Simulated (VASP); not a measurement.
Crystal: MnS.

```
Mn S
1.0
     4.30568    0.00000    0.00000
     0.00000    4.30568    0.00000
     0.00000    0.00000    5.36058
Mn S
2 2
Direct
  0.00000 0.50000 0.00000
  0.50000 0.00000 0.50000
  0.00000 0.00000 0.25000
  0.00000 0.00000 0.75000
```

Measurements of this composition are mostly on another form, of space group No. 225.

Base run:

| Item | Value |
| --- | --- |
| Program | VASP 6.6.1 |
| Functional | r2SCAN |
| Potentials or basis | VASP PAW PBE potentials, release 64 (Mn_pv, S) |
| Cutoff | 520 eV |
| k mesh | 5 × 5 × 4 |
| Occupations | gaussian, width 0.05 eV |
| Spin | collinear spin, random start |
| Starting moments | [2.66, 2.39, 0.0, 0.0] μB |

Its results: band gap on the k mesh none (metal or under the smearing width); pressure -3.4 GPa.

Task: The run is repeated on the same cell with these changes: spin from collinear spin, random start to no spin polarisation. What comes out?

Result: Band gap on the k mesh none (metal or under the smearing width); pressure -18.0 GPa.

Caveats: semilocal functionals often make such compounds metallic where correlation or magnetic order opens a gap, which also shifts bond lengths; the PAW data sets were made with another functional, which shifts forces and pressure a little (some runs); so large a pressure means that the cell lies far from this level's equilibrium, or that cutoff or potentials fall short (some runs); the potentials were made for another functional, which shifts forces and pressure (some runs).

Not every run made on this cell is shown here.
